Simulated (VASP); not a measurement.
# Line-ups at interfaces of ZnS, part 3 of 3

Wanted: valence and conduction offsets of Si, GaP and ZnSe on ZnS (110), and what a better gap does to them.

VASP 6.6.1, plane waves and PAW; the level of theory is named at each step.

So far. Step 6 (Bulk band edges, LDA): The run ends at a pressure of 4.41 GPa, with forces up to 0.0021 eV/Å.

### 9. Potential of the interface, LDA

The core potentials in the middle of each layer tie the two bulk scales together.

Level: LDA; plane waves and PAW (Zn, S, Se).

Contents of INCAR:

```
SYSTEM = Zn2SeS
PREC = Accurate
ENCUT = 420
EDIFF = 1E-06
NELM = 120
ISMEAR = 0
SIGMA = 0.05
LREAL = .FALSE.
ALGO = Normal
GGA = CA
NBANDS = 161
LASPH = .TRUE.
LORBIT = 11
LWAVE = .FALSE.
LCHARG = .TRUE.
KPAR = 2
NCORE = 2
LVHAR = .TRUE.
NEDOS = 1500
```

Contents of POSCAR:

```
Zn2SeS
1.0
    3.7460907110      0.0000000000      0.0000000000
    0.0000000000      5.2973471890      0.0000000000
    0.0000000000      0.0000000000     23.5736158900
Zn S Se
12 6 6
Direct
    0.0000000000      0.0058778222      0.0012327392
    0.5000000000      0.5030819111      0.0789664949
    0.0000000000      0.0004918520      0.1594510296
    0.5000000000      0.5004918520      0.2378247554
    0.0000000000      0.0030819111      0.3183092911
    0.5000000000      0.5058778222      0.3960430468
    0.0000000000      0.9833748123      0.4791487956
    0.5000000000      0.4875412277      0.5682103977
    0.0000000000      0.9894706065      0.6546486166
    0.5000000000      0.4894706065      0.7426271694
    0.0000000000      0.9875412277      0.8290653883
    0.5000000000      0.4833748123      0.9181269894
    0.5000000000      0.2522257190      0.9998687892
    0.0000000000      0.7517417153      0.0797134890
    0.5000000000      0.2510588911      0.1583802704
    0.0000000000      0.7510588911      0.2388955146
    0.5000000000      0.2517417153      0.3175622970
    0.0000000000      0.7522257190      0.3974069968
    0.5000000000      0.2568068915      0.4808762663
    0.0000000000      0.7589320877      0.5674893240
    0.5000000000      0.2593964636      0.6554127907
    0.0000000000      0.7593964636      0.7418629953
    0.5000000000      0.2589320877      0.8297864620
    0.0000000000      0.7568068915      0.9163995187
```

Contents of KPOINTS:

```
Automatic mesh
0
Gamma
6 4 1
0 0 0
```

Potentials, in the order of the species: Zn, S and Se (LDA family, release 64).

Run with:

```bash
$ mpirun -np 4 vasp_std
```

The log of the run:

```text
[banner, memory and clock lines left out]
running    4 mpi-ranks, on    1 nodes
[...]
|                                                                             |
|               ----> ADVICE to this user running VASP <----                  |
|                                                                             |
|     You have a (more or less) 'large supercell' and for larger cells it     |
|     might be more efficient to use real-space projection operators.         |
|     Therefore, try LREAL= Auto in the INCAR file.                           |
|     Mind: For very accurate calculation, you might also keep the            |
|     reciprocal projection scheme (i.e. LREAL=.FALSE.).                      |
|                                                                             |

 LDA part: xc-table for (Slater(with rela. corr.)+CA(PZ))
 , standard interpolation
 POSCAR, INCAR and KPOINTS ok, starting setup
[...]
entering main loop
       N       E                     dE             d eps       ncg     rms          rms(c)
DAV:   1     0.180107960477E+04    0.18011E+04   -0.79022E+04  3864   0.141E+03
DAV:   2     0.237714844330E+03   -0.15634E+04   -0.14433E+04  3864   0.364E+02
DAV:   3    -0.741955304995E+02   -0.31191E+03   -0.29758E+03  4211   0.150E+02
DAV:   4    -0.971943186445E+02   -0.22999E+02   -0.22726E+02  4496   0.428E+01
[...]
DAV:  14    -0.929373377595E+02    0.29784E-06   -0.50091E-05  5112   0.454E-02    0.223E-02
DAV:  15    -0.929373388098E+02   -0.10503E-05   -0.17294E-05  5080   0.368E-02    0.639E-03
DAV:  16    -0.929373385105E+02    0.29931E-06   -0.37360E-06  3431   0.235E-02
   1 F= -.92937339E+02 E0= -.92937339E+02  d E =-.141758E-11
```

Elapsed: 2.3 min, on 4 MPI ranks of Intel Xeon 6975P-C (Granite Rapids), shared host; peak memory 1.5 GiB; 9.1 min of CPU time.

From OUTCAR (step 9):

```text
  Total       12.3420936      8.0975190      0.0095821      0.0000000      0.0000000      0.0000000
  in kB       42.2704127     27.7331774      0.0328177      0.0000000      0.0000000      0.0000000
  external PRESSURE =      23.3454693 kB  Pullay stress =       0.0000000 kB

 POSITION                                       TOTAL-FORCE (eV/Angst)
 -----------------------------------------------------------------------------------
      0.00000      0.03114      0.02906         0.000000     -0.011055     -0.010118
      1.87305      2.66500      1.86153         0.000000     -0.000324      0.013210
      0.00000      0.00261      3.75884         0.000000      0.014237     -0.013718
      1.87305      2.65128      5.60639         0.000000      0.014237      0.013718
      0.00000      0.01633      7.50370         0.000000     -0.000324     -0.013210
      1.87305      2.67981      9.33617         0.000000     -0.011055      0.010118
      0.00000      5.20928     11.29527         0.000000      0.009523      0.008979
      1.87305      2.58268     13.39477         0.000000     -0.009764     -0.021688
      0.00000      5.24157     15.43244         0.000000     -0.015144     -0.008432
      1.87305      2.59290     17.50641         0.000000     -0.015144      0.008432
      0.00000      5.23135     19.54407         0.000000     -0.009764      0.021688
      1.87305      2.56060     21.64357         0.000000      0.009523     -0.008979
      1.87305      1.33613     23.57052         0.000000      0.014160      0.001634
      0.00000      3.98224      1.87914         0.000000      0.011276      0.009243
[...]
-----------------------------------------------------------------------------------
    total drift:                                0.000000      0.006158     -0.000000

  FREE ENERGIE OF THE ION-ELECTRON SYSTEM (eV)
  ---------------------------------------------------
  free  energy   TOTEN  =       -92.9373385105 eV

  energy  without entropy=      -92.9373385105  energy(sigma->0) =      -92.93733851

[... 1 part as in an earlier step ...]

[... 2 further parts left out ...]
[key lines of the parts left out:]
E-fermi :   3.2250
```

This run gave:

- energy(sigma→0) of the program: -92.9373 eV
- stress, compression positive: xx, yy, zz 4.23, 2.77, 0.00 GPa

By hand, at LDA: the valence top lies 65.413 eV above the mean core potential (averaged over elements) in bulk ZnS and 52.227 eV in strained ZnSe. In the interface cell the mean core potential in the middle of ZnSe less that in the middle of ZnS is 14.049 eV. The valence offset is 52.227 − 65.413 + (14.049) = 0.86 eV.

### 10. All members

Hybrid runs start from orbitals of a short LDA run, not shown.

Runs beyond LDA use the data sets made with LDA; this shifts their levels slightly, and their total energies have another zero.

The other members went through these steps as far as the tables show, with one cutoff; 24 runs are not shown. The session took 2.6 core hours (wall time by ranks) on a shared machine.

Line-up of core potentials from the interface at LDA; other levels change the bulk edges alone, each counted from the mean potential of its bulk cell. Gaps of the substrate: LDA 2.16 eV, HSE06 3.64 eV.

```tsv
partner	atoms	mean in-plane stress of the strained partner, tension positive (GPa)	gap of the whole cell (eV)	largest spread of the line-up between elements of one side (eV)
Si	24	-4.2	0.68	0.02
GaP	24	-3.5	1.52	0.01
ZnSe	24	-6.6	1.29	0.00
```

At LDA:

```tsv
partner	valence-band top of the partner above the substrate's, LDA (eV)	conduction-band bottom of the partner above the substrate's, LDA (eV)	gap of the strained partner, LDA (eV)
Si			0.07
GaP	0.97	-0.13	1.06
ZnSe	0.86	-0.17	1.12
```

A blank entry does not apply, was not run or did not finish.

At HSE06:

```tsv
partner	valence-band top of the partner above the substrate's, HSE06 (eV)	conduction-band bottom of the partner above the substrate's, HSE06 (eV)	gap of the strained partner, HSE06 (eV)
Si	1.74	-1.11	0.78
GaP	1.22	-0.53	1.89
ZnSe	0.98	-0.17	2.49
```

### 11. Outcome

| Property | Result |
| --- | --- |
| Si, HSE06 | valence +1.74 eV, conduction -1.11 eV |
| GaP, HSE06 | valence +1.22 eV, conduction -0.53 eV |
| ZnSe, HSE06 | valence +0.98 eV, conduction -0.17 eV |

**Reading.** For Si one side or both have under 0.15 eV of gap at LDA, the level of the run that fixes the line-up, which makes these offsets less sure. No offsets are given where the strained partner has under 0.15 eV of gap: Si at LDA. Si at HSE06: its gap lies inside the substrate's (type I). GaP at HSE06: its gap lies inside the substrate's (type I). ZnSe at HSE06: its gap lies inside the substrate's (type I). Going from LDA to HSE06 moves the valence offsets of GaP and ZnSe by 0.11 to 0.25 eV. Offsets and overlaps of about 0.3 eV or less are within the errors that the gaps of this level can carry, so their sign, and the type with it, is not secure. Spin-orbit coupling, which raises the valence tops by amounts that differ between the sides, is left out. Si, GaP and ZnSe are under more than 3 GPa of in-plane stress along one axis or both, more than a thick film would hold. Levels beyond the first ran on coarser meshes, which moves edges by some hundredths of an eV. The bounds that sort cases in this text are picked. The interfaces are ideal and a few layers thick: no intermixing, defects or band bending. All crystals are in the zinc-blende or diamond form.

[Lines on the potential files, build, host, timing and source positions are cut from VASP's logs without a mark.]

[Logs are printed without paths, hosts, clocks, repeated set-up lines and the standing remarks that a program may print on its own settings, such as how far it seeks lower states.]

[Hosts, paths, dates, database ids (printed as entryN), source tags and the programs' standing remarks are cut or masked in the printed files.]

[In band tables of VASP the shares of atoms and orbitals are scaled to a sum of 1 inside the atoms' spheres.]
